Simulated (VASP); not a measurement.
# KCl (Sylvite): K into a neighbouring K vacancy, part 2 of 5

Wanted: the minimum-energy path in KCl (Sylvite) for this move: K into a neighbouring K vacancy. The start is a cell from a database of measured crystal structures.

VASP 6.6.1; PBEsol; plane waves and PAW (K_pv, Cl).

So far. Step 2 (Relax the host): The start already met the threshold, so nothing moved.

## Step 3: Relax the start

System of this step: K26Cl27 (Sylvite). The cell holds 53 atoms: 26 K and 27 Cl. Cell: a = 13.349 Å, b = 13.349 Å, c = 13.349 Å, α = 60.0°, β = 60.0°, γ = 60.0°. It derives from KCl (Sylvite). Nearest the centre at fractional (0.000, 0.000, 0.167): Cl45 at 2.22 Å, Cl33 at 2.23 Å, K1 at 2.24 Å, Cl52 at 3.82 Å, Cl29 at 3.83 Å, K3 at 3.85 Å, K19 at 3.85 Å, K7 at 3.86 Å. The cell carries charge −1.

A path needs two true minima; the start is relaxed with symmetry off.

This cell carries charge -1, set by NELECT and balanced by a uniform background.

Input file INCAR:

```
SYSTEM = K26Cl27
PREC = Normal
ENCUT = 280
EDIFF = 1E-05
NELM = 120
ISMEAR = 0
SIGMA = 0.05
LREAL = Auto
ALGO = Fast
GGA = PS
NELECT = 372
NBANDS = 228
LORBIT = 11
LWAVE = .FALSE.
LCHARG = .FALSE.
NCORE = 6
LASPH = .TRUE.
IBRION = 2
NSW = 60
ISIF = 2
EDIFFG = -0.05
POTIM = 0.4
MAXMIX = 40
ISYM = 0
```

Input file POSCAR:

```
K26Cl27
1.0
    0.0000000000      9.4394100000      9.4394100000
    9.4394100000      0.0000000000      9.4394100000
    9.4394100000      9.4394100000      0.0000000000
K Cl
26 27
Direct
    0.0008543659     -0.0001542436      0.3342197926
    0.0028125568     -0.0018667888      0.6657723566
    0.0015706953      0.3325350854     -0.0003394360
    0.0002976910      0.3341940049      0.3330958627
    0.0000968544      0.3322149758      0.6662246425
   -0.0009021547      0.6669491710      0.0009863170
    0.0005645039      0.6661194142      0.3322238965
    0.0027293984      0.6660702921      0.6666791003
    0.3340191570     -0.0010561267     -0.0046882206
    0.3342371560     -0.0004433661      0.3328821723
    0.3295116278      0.0030216449      0.6681322488
    0.3325567962      0.3355147535      0.0021467562
    0.3323093243      0.3347121626      0.3308654393
    0.3311938004      0.3340252616      0.6662057149
    0.3323046907      0.6674870972     -0.0009730749
    0.3327335199      0.6661937612      0.3340085460
    0.3339883183      0.6666914876      0.6678998653
    0.6677773744     -0.0021731470      0.0004395000
    0.6655686311      0.0030355872      0.3321604909
    0.6650324704      0.0009691135      0.6656550432
    0.6658578248      0.3320611381      0.0013868258
    0.6675567731      0.3314542887      0.3328661019
    0.6654750949      0.3310314932      0.6694674906
    0.6673793511      0.6653235894      0.0018820688
    0.6685910507      0.6652792793      0.3330027859
    0.6637820404      0.6664116513      0.6688198581
    0.1671322746      0.1678437966      0.1652564485
    0.1634676901      0.1673333599      0.4997435716
    0.1657722598      0.1662045411      0.8356680104
    0.1676360352      0.5000230756      0.1666413690
    0.1659096438      0.5005561028      0.5013004586
    0.1656748002      0.4962228093      0.8365620828
    0.1653385185      0.8316414856      0.1680647347
    0.1665377923      0.8352895355      0.4987489555
    0.1687998391      0.8337826180      0.8326179470
    0.4970623489      0.1663958151      0.1677488605
    0.4972951262      0.1679126253      0.5024690705
    0.5005471463      0.1679250194      0.8323806292
    0.4992216057      0.4992643596      0.1674741933
    0.4991127143      0.5022981566      0.4986967532
    0.4941576298      0.5006169817      0.8359452346
    0.5009853309      0.8302272664      0.1710797618
    0.5010582686      0.8304937636      0.5001896250
    0.5007308827      0.8337296442      0.8318648675
    0.8338700744      0.1657558911      0.1667186972
    0.8328825055      0.1651038100      0.4997731874
    0.8309780213      0.1667063798      0.8333074240
    0.8316763992      0.5015427278      0.1682109154
    0.8321034590      0.5007456590      0.5003381724
    0.8319539784      0.4989230642      0.8353110642
    0.8307062025      0.8337228689      0.1680427978
    0.8355974896      0.8345170625      0.4969083654
    0.8324834787      0.8296536159      0.8345223529
```

Input file KPOINTS:

```
Automatic mesh
0
Gamma
1 1 1
0 0 0
```

Potentials, in the order of the species: K_pv and Cl (PBE family, release 64).

Launch:

```console
$ mpirun -np 6 vasp_gam
```

Output:

```text
[banner, memory and clock lines left out]
running    6 mpi-ranks, on    1 nodes
 distrk:  each k-point on    6 cores,    1 groups
 distr:  one band on    6 cores,    1 groups

 POSCAR found type information on POSCAR K Cl
 POSCAR found :  2 types and      53 ions
 [... a notice as in an earlier step ...]

 [... a notice as in an earlier step ...]

 LDA part: xc-table for (Slater+PW92), standard interpolation
 POSCAR, INCAR and KPOINTS ok, starting setup
 FFT: planning ... GRIDC
 FFT: planning ... GRID_SOFT
 FFT: planning ... GRID
 WAVECAR not read
 entering main loop
       N       E                     dE             d eps       ncg     rms          rms(c)
DAV:   1     0.321488551217E+04    0.32149E+04   -0.12270E+05   472   0.960E+02
DAV:   2     0.265557290615E+03   -0.29493E+04   -0.28179E+04   616   0.285E+02
DAV:   3    -0.171301392672E+03   -0.43686E+03   -0.43450E+03   536   0.102E+02
DAV:   4    -0.191247599924E+03   -0.19946E+02   -0.19896E+02   512   0.225E+01
DAV:   5    -0.191574832659E+03   -0.32723E+00   -0.32694E+00   608   0.354E+00BRMIX: very serious problems
 the old and the new charge density differ
 old charge density:   371.00000 new  372.00000
    0.153E+01
RMM:   6    -0.184336585040E+03    0.72382E+01   -0.15254E+01   456   0.450E+00    0.113E+01
RMM:   7    -0.184191215478E+03    0.14537E+00   -0.91558E+00   456   0.330E+00    0.795E+00
RMM:   8    -0.184720158708E+03   -0.52894E+00   -0.27488E+00   456   0.239E+00    0.523E+00
RMM:   9    -0.184386804996E+03    0.33335E+00   -0.42166E-01   456   0.971E-01    0.215E+00
RMM:  10    -0.184370265617E+03    0.16539E-01   -0.40167E-01   456   0.781E-01    0.274E-01
RMM:  11    -0.184381061742E+03   -0.10796E-01   -0.56973E-02   469   0.326E-01    0.480E-01
RMM:  12    -0.184382668176E+03   -0.16064E-02   -0.13820E-02   520   0.152E-01    0.608E-01
RMM:  13    -0.184377250629E+03    0.54175E-02   -0.15604E-02   456   0.162E-01    0.102E-01
RMM:  14    -0.184377495101E+03   -0.24447E-03   -0.31504E-03   458   0.788E-02    0.679E-02
RMM:  15    -0.184377452795E+03    0.42307E-04   -0.26092E-04   404   0.271E-02    0.391E-02
RMM:  16    -0.184377448809E+03    0.39855E-05   -0.21154E-04   401   0.206E-02    0.135E-02
RMM:  17    -0.184377457175E+03   -0.83660E-05   -0.11087E-04   383   0.141E-02    0.299E-02
RMM:  18    -0.184377458569E+03   -0.13941E-05   -0.13343E-05   288   0.573E-03
   1 F= -.18437746E+03 E0= -.18437746E+03  d E =-.184377E+03
 curvature:   0.00 expect dE= 0.000E+00 dE for cont linesearch  0.000E+00
 trial: gam= 0.00000 g(F)=  0.650E-01 g(S)=  0.000E+00 ort = 0.000E+00 (trialstep = 0.100E+01)
 search vector abs. value=  0.650E-01
 bond charge predicted
       N       E                     dE             d eps       ncg     rms          rms(c)
DAV:   1    -0.184424864353E+03   -0.47407E-01   -0.43911E+00   496   0.309E+00    0.794E-01
RMM:   2    -0.184462752053E+03   -0.37888E-01   -0.28127E-01   456   0.822E-01    0.125E+00
RMM:   3    -0.184438128283E+03    0.24624E-01   -0.11086E-01   456   0.507E-01    0.215E-01
RMM:   4    -0.184438862240E+03   -0.73396E-03   -0.13185E-02   458   0.192E-01    0.206E-01
RMM:   5    -0.184438569373E+03    0.29287E-03   -0.18661E-03   456   0.721E-02    0.120E-01
RMM:   6    -0.184438559657E+03    0.97168E-05   -0.20391E-03   459   0.522E-02    0.673E-02
RMM:   7    -0.184438657981E+03   -0.98324E-04   -0.16588E-03   466   0.537E-02    0.994E-02
RMM:   8    -0.184438540397E+03    0.11758E-03   -0.39458E-04   445   0.306E-02    0.424E-02
RMM:   9    -0.184438529032E+03    0.11364E-04   -0.46966E-05   344   0.132E-02    0.204E-02
RMM:  10    -0.184438522512E+03    0.65199E-05   -0.46813E-05   341   0.893E-03
   2 F= -.18443852E+03 E0= -.18443852E+03  d E =-.610639E-01
[...]
3 F= -.18457383E+03 E0= -.18457383E+03  d E =-.196375E+00
[...]
4 F= -.18462062E+03 E0= -.18462062E+03  d E =-.243157E+00
[...]
5 F= -.18463915E+03 E0= -.18463915E+03  d E =-.261692E+00
[...]
6 F= -.18465945E+03 E0= -.18465945E+03  d E =-.203047E-01
[...]
7 F= -.18469028E+03 E0= -.18469028E+03  d E =-.511270E-01
[...]
8 F= -.18469083E+03 E0= -.18469083E+03  d E =-.516848E-01
 curvature:  -5.65 expect dE=-0.764E-02 dE for cont linesearch -0.388E-06
 trial: gam= 0.16867 g(F)=  0.135E-02 g(S)=  0.000E+00 ort = 0.273E-04 (trialstep = 0.398E+01)
 search vector abs. value=  0.167E-02
 bond charge predicted
       N       E                     dE             d eps       ncg     rms          rms(c)
DAV:   1    -0.184688768780E+03    0.20649E-02   -0.19469E+00   488   0.186E+00    0.618E-01
RMM:   2    -0.184695239542E+03   -0.64708E-02   -0.65813E-02   456   0.411E-01    0.311E-01
RMM:   3    -0.184696010995E+03   -0.77145E-03   -0.15357E-02   460   0.185E-01    0.213E-01
RMM:   4    -0.184695581364E+03    0.42963E-03   -0.17596E-03   456   0.807E-02    0.138E-01
RMM:   5    -0.184695503255E+03    0.78108E-04   -0.10222E-03   462   0.465E-02    0.112E-01
RMM:   6    -0.184695463558E+03    0.39697E-04   -0.19337E-04   440   0.257E-02    0.572E-02
RMM:   7    -0.184695462463E+03    0.10953E-05   -0.12551E-04   373   0.170E-02    0.495E-02
RMM:   8    -0.184695453701E+03    0.87623E-05   -0.44348E-05   367   0.123E-02
   9 F= -.18469545E+03 E0= -.18469545E+03  d E =-.461882E-02
 ZBRENT: can't locate minimum, use default step
 trial-energy change:   -0.004619  1 .order   -0.004726   -0.005396   -0.004057
 step:  15.9193(harm= 16.0358)  dis= 0.04645  next Energy=  -184.701706 (dE=-0.109E-01)
 reached required accuracy - stopping structural energy minimisation
```

The job ended after 5.4 min (6 MPI ranks of Intel Xeon Platinum 8375C at 2.90GHz (Ice Lake), shared host; peak memory 1.1 GiB).

From OUTCAR (step 3):

```text
NELECT = 372

 ion  position               nearest neighbor table
   1  0.001  1.000  0.334-  34 3.12  52 3.12  46 3.12  27 3.16  33 3.16  45 3.16   2 4.43  22 4.44
                            10 4.44  16 4.44   8 4.45   4 4.45   3 4.45  20 4.45  19 4.47   7 4.47
   2  0.003  0.998  0.666-  34 3.11  28 3.11  35 3.14  46 3.17  47 3.17  53 3.20  11 4.41  17 4.42
                             8 4.43   1 4.43  10 4.43   5 4.44   6 4.45   4 4.46  18 4.47  23 4.47
   3  0.002  0.333  1.000-  32 3.09  29 3.12  27 3.13  50 3.15  45 3.16  48 3.19  14 4.43   9 4.45
                             8 4.45  24 4.45  22 4.45   1 4.45   4 4.45  12 4.46   6 4.46   5 4.46
   4  0.000  0.334  0.333-  28 3.11  30 3.14  48 3.15  49 3.15  27 3.15  46 3.18  13 4.42  25 4.42
                            12 4.43   7 4.43   5 4.43   6 4.44   1 4.45   3 4.45  22 4.46  10 4.46
   5  0.000  0.332  0.666-  28 3.13  49 3.15  31 3.15  47 3.16  29 3.16  50 3.17  11 4.40  14 4.43
                             4 4.43   2 4.44  23 4.45  13 4.46   7 4.46   3 4.46  21 4.47  26 4.48
   6  0.999  0.667  0.001-  48 3.14  53 3.14  51 3.15  30 3.15  32 3.16  35 3.18  18 4.42  25 4.42
                             7 4.43  24 4.43   4 4.44  12 4.44  15 4.44   8 4.44   2 4.45   3 4.46
   7  0.001  0.666  0.332-  33 3.12  30 3.13  52 3.14  49 3.15  51 3.15  31 3.16   6 4.43  13 4.43
                             4 4.43  25 4.43  15 4.44  16 4.45   5 4.46   1 4.47   8 4.48  19 4.48
   8  0.003  0.666  0.667-  31 3.12  53 3.13  32 3.14  34 3.14  52 3.18  50 3.19  14 4.41  16 4.42
                             2 4.43  17 4.43   6 4.44   1 4.45   3 4.45  24 4.48   5 4.48   7 4.48
   9  0.334  0.999  0.995-  29 3.10  44 3.10  38 3.17  33 3.17  27 3.20  42 3.24  11 4.37  20 4.41
                            15 4.41  14 4.43   3 4.45  24 4.45  16 4.48  18 4.48   1 4.49  10 4.51
  10  0.334  1.000  0.333-  36 3.11  42 3.13  34 3.13  43 3.15  28 3.16  27 3.16   2 4.43   1 4.44
                            19 4.44  18 4.45  13 4.45  12 4.45  16 4.45  17 4.46   4 4.46  25 4.46
  11  0.330  0.003  0.668-  35 3.12  29 3.12  37 3.14  28 3.16  44 3.16  43 3.21   9 4.37   5 4.40
                             2 4.41  14 4.42  15 4.45  20 4.45  17 4.46  13 4.47  10 4.47  26 4.48
  12  0.333  0.336  0.002-  41 3.08  30 3.11  36 3.12  32 3.14  27 3.14  38 3.18  13 4.38  15 4.41
                            21 4.42   4 4.43   6 4.44  17 4.44  23 4.44  10 4.45   3 4.46  18 4.49
  13  0.332  0.335  0.331-  30 3.10  36 3.13  39 3.13  28 3.17  31 3.17  37 3.18  12 4.38   4 4.42
                            21 4.43   7 4.43  15 4.44  19 4.44  10 4.45  16 4.45   5 4.46  14 4.46
  14  0.331  0.334  0.666-  37 3.11  31 3.12  32 3.14  29 3.15  38 3.17  40 3.17   8 4.41  11 4.42
                             3 4.43   5 4.43   9 4.43  16 4.43  20 4.45  23 4.46  13 4.46  22 4.47
  15  0.332  0.667  0.999-  35 3.11  41 3.11  30 3.14  33 3.15  44 3.16  39 3.17  12 4.41   9 4.41
                            17 4.41  26 4.42  13 4.44   7 4.44   6 4.44  11 4.45  21 4.47  16 4.47
  16  0.333  0.666  0.334-  40 3.13  42 3.14  31 3.14  33 3.15  39 3.15  34 3.15   8 4.42  14 4.43
                             1 4.44   7 4.45  13 4.45  24 4.45  10 4.45  15 4.47  17 4.47  22 4.47
  17  0.334  0.667  0.668-  41 3.10  43 3.12  35 3.13  40 3.15  34 3.18  32 3.20  26 4.41  15 4.41
                             2 4.42   8 4.43  12 4.44  23 4.45  10 4.46   6 4.46  11 4.46  25 4.47
  18  0.668  0.998  0.000-  51 3.12  47 3.13  53 3.15  42 3.16  38 3.17  36 3.17   6 4.42  24 4.43
                            23 4.43  25 4.44  10 4.45  19 4.45  21 4.46  20 4.47   2 4.47   9 4.48
  19  0.666  0.003  0.332-  45 3.12  36 3.14  51 3.15  52 3.16  37 3.16  43 3.18  22 4.40  21 4.40
                            20 4.43  13 4.44  10 4.44  18 4.45   1 4.47  25 4.48   7 4.48  11 4.49
  20  0.665  0.001  0.666-  37 3.12  44 3.13  46 3.13  38 3.15  52 3.16  53 3.17   9 4.41  22 4.43
[...]
52  0.836  0.835  0.497-   1 3.12   7 3.14  19 3.16  20 3.16   8 3.18  26 3.21
  53  0.832  0.830  0.835-  24 3.11   8 3.13   6 3.14  18 3.15  20 3.17   2 3.20

 Found      1 irreducible k-points:

   k-points           NKPTS =      1   k-points in BZ     NKDIM =      1   number of bands    NBANDS=    228

   dimension x,y,z NGX =    56 NGY =   56 NGZ =   56
   dimension x,y,z NGXF=   112 NGYF=  112 NGZF=  112

   ENCUT  =  280.0 eV  20.58 Ry    4.54 a.u.  18.21 18.21 18.21*2*pi/ulx,y,z

 E-fermi :  -2.7901

 k-point     1 :       0.0000    0.0000    0.0000
  band No.  band energies     occupation
    ...
    182      -3.1062      2.00000
    183      -3.1053      2.00000
    184      -3.1050      2.00000
    185      -3.0917      2.00000
    186      -3.0896      2.00000
    187       1.8090      0.00000
    188       3.4755      0.00000
    189       3.4763      0.00000
    190       3.4883      0.00000
    191       3.5555      0.00000
    ...

  Total       -1.5529411     -1.5558080     -1.5610319      0.0395780      0.0505065      0.0214209
  in kB       -1.4791118     -1.4818425     -1.4868181      0.0376964      0.0481053      0.0204026
  external PRESSURE =      -1.4825908 kB  Pullay stress =       0.0000000 kB

  energy-cutoff  :      280.00
  volume of cell :     1682.15
      direct lattice vectors                 reciprocal lattice vectors
     0.000000000  9.439410000  9.439410000    -0.052969412  0.052969412  0.052969412
     9.439410000  0.000000000  9.439410000     0.052969412 -0.052969412  0.052969412
     9.439410000  9.439410000  0.000000000     0.052969412  0.052969412 -0.052969412

 POSITION                                       TOTAL-FORCE (eV/Angst)
 -----------------------------------------------------------------------------------
     12.51725      3.08428      9.44492         0.018230      0.011313     -0.013414
     15.79415     15.79325     18.86808        -0.012830     -0.011643      0.005247
      3.08755      9.44048     12.51623         0.008974      0.000191      0.013585
      6.30101     12.57486     12.57253        -0.006809      0.010334      0.007783
      9.44424     15.79142     12.50842        -0.006864     -0.005944      0.011759
      6.36175      9.43959     15.79651        -0.009724     -0.006297     -0.019648
      9.44520     12.51803     15.78905        -0.004426      0.011931     -0.004043
     12.57513      6.30115      6.29363         0.011753     -0.006677     -0.002937
      9.43529      3.08419     12.51867         0.001899      0.004796      0.010105
     12.57656      6.30355     12.57539         0.006661     -0.008420      0.004338
      6.36033      9.42672      3.08241        -0.008117      0.010586      0.003806
     12.58006     12.57897      6.29137         0.011225      0.008511     -0.001010
      6.30617      6.29314      6.29216        -0.012021     -0.007589     -0.003630
      9.44869      9.43971      6.30331        -0.005905     -0.005892      0.002260
      6.35887      3.08154      9.43954        -0.013558      0.007970     -0.004332
      9.43880      6.31043      9.43253        -0.000824      0.005544     -0.002825
     12.57028      9.43923      9.43367        -0.001949      0.001825      0.001646
      9.43487      6.35115     15.78100         0.001722     -0.006259     -0.006448
      3.09029      9.43861      6.35046         0.005489      0.000452     -0.004793
      6.29583     12.57409      6.29778        -0.000708      0.006078     -0.009052
      3.07888      6.35341      9.42778         0.011071     -0.002351      0.003513
      6.31118      9.43831      9.43302         0.000809     -0.000538      0.000070
      9.44201     12.56104      9.43075        -0.005444      0.010172     -0.002222
      6.30007      6.30348     12.56498        -0.007816     -0.008439      0.018591
      9.44673      9.44720     12.56033        -0.008513     -0.011018      0.003711
     12.57876     12.58053     12.57282         0.012109      0.005431      0.007765
      3.15387      3.16229      3.15666         0.001618     -0.009537     -0.006361
      6.27968      6.27224      3.15364         0.009165      0.012181     -0.010488
      9.44593      9.43496      3.29096        -0.001133      0.005050      0.041809
      6.29056      3.15142      6.27802        -0.003516      0.000398      0.004963
      9.44133      6.27680      6.27186         0.001050      0.003677      0.000666
     12.60754      9.44147      6.27685        -0.008968     -0.002215      0.000119
      9.43982      3.29915      9.43895         0.000553      0.038802     -0.004614
     12.59680      6.28492      9.43866        -0.004237     -0.002688     -0.007445
     15.58303      9.43442      9.43578        -0.040162      0.003416      0.003561
      3.15825      6.28213      6.27472        -0.005936      0.002347      0.005337
      6.28758      9.42741      6.27508         0.000459      0.011982      0.002504
      9.43813     12.59607      6.26946         0.000810     -0.003557      0.008155
[...]
-----------------------------------------------------------------------------------
    total drift:                                0.004546     -0.001756      0.007582

  FREE ENERGIE OF THE ION-ELECTRON SYSTEM (eV)
  ---------------------------------------------------
  free  energy   TOTEN  =      -184.6954537008 eV

  energy  without entropy=     -184.6954537008  energy(sigma->0) =     -184.69545370

 total charge
# of ion       s       p       d       tot
------------------------------------------
    1        0.069   6.090   0.072   6.231
    2        0.069   6.090   0.072   6.232
    3        0.069   6.090   0.072   6.232
    4        0.070   6.093   0.073   6.236
    5        0.069   6.090   0.072   6.231
    6        0.069   6.090   0.072   6.232
    7        0.069   6.090   0.072   6.231
    8        0.070   6.093   0.073   6.236
    9        0.069   6.090   0.072   6.232
   10        0.070   6.093   0.073   6.236
   11        0.069   6.089   0.072   6.230
   12        0.070   6.092   0.073   6.236
   13        0.070   6.093   0.073   6.237
   14        0.074   6.102   0.078   6.254
   15        0.069   6.090   0.072   6.231
   16        0.074   6.102   0.078   6.255
   17        0.074   6.102   0.078   6.254
   18        0.069   6.090   0.072   6.231
   19        0.069   6.090   0.072   6.231
   20        0.070   6.092   0.073   6.235
   21        0.069   6.089   0.072   6.230
   22        0.074   6.102   0.078   6.255
   23        0.074   6.102   0.078   6.254
   24        0.070   6.093   0.073   6.236
   25        0.074   6.102   0.078   6.253
   26        0.070   6.093   0.073   6.236
   27        1.578   3.563   0.000   5.141
   28        1.578   3.563   0.000   5.141
   29        1.578   3.565   0.000   5.143
   30        1.578   3.563   0.000   5.141
   31        1.578   3.561   0.000   5.138
   32        1.578   3.561   0.000   5.139
   33        1.578   3.565   0.000   5.144
   34        1.578   3.561   0.000   5.138
   35        1.578   3.565   0.000   5.143
   36        1.578   3.563   0.000   5.141
   37        1.578   3.561   0.000   5.139
[...]
--------------------------------------------------
tot         44.436 254.621   1.922 300.979

[... 1 part as in an earlier step ...]

[... 2 further parts left out ...]
```

Step by step:

| step | energy less that of the first step (eV) | largest force (eV/Å) |
| --- | --- | --- |
| 1 | 0.0000 | 0.3533 |
| 2 | -0.0611 | 0.3208 |
| 3 | -0.1964 | 0.2110 |
| 4 | -0.2432 | 0.2555 |
| 5 | -0.2617 | 0.1616 |
| 6 | -0.2820 | 0.1267 |
| 7 | -0.3128 | 0.0627 |
| 8 | -0.3134 | 0.0651 |
| 9 | -0.3180 | 0.0474 |

The atoms that moved most (Å):

| atom | dx | dy | dz | length |
| --- | --- | --- | --- | --- |
| Cl45 | 0.159 | -0.004 | 0.001 | 0.159 |
| Cl29 | -0.011 | -0.018 | 0.157 | 0.159 |
| Cl33 | 0.003 | 0.152 | 0.028 | 0.155 |
| Cl35 | -0.147 | -0.018 | -0.028 | 0.151 |
| Cl51 | -0.012 | 0.008 | -0.135 | 0.136 |
| Cl47 | -0.007 | -0.133 | 0.006 | 0.134 |
| K1 | -0.076 | -0.079 | -0.001 | 0.109 |
| K2 | 0.088 | 0.043 | -0.020 | 0.100 |

A gap read on the k-mesh alone can miss the band edges.

Numbers from this step:

```
electronic cycles              : 98
electrons                      : 372
free energy (TOTEN)            : -184.6955 eV
Fermi energy                   : -2.790 eV
gap on the k-mesh              : 4.899 eV
least direct gap on the k-mesh : 4.899 eV
```

The run ended after 9 ionic steps, 0.318 eV below its first step, once the forces on the free atoms met EDIFFG = -0.05.

(Continued in part 3 of 5.)

[Lines on the potential files, build, host, timing and source positions are cut from VASP's logs without a mark.]

[Logs are printed without paths, hosts, clocks, repeated set-up lines and the standing remarks that a program may print on its own settings, such as how far it seeks lower states.]

[Hosts, paths, dates, database ids (printed as entryN), source tags and the programs' standing remarks are cut or masked in the printed files.]

[Runs that stopped without an error message from VASP are left out.]
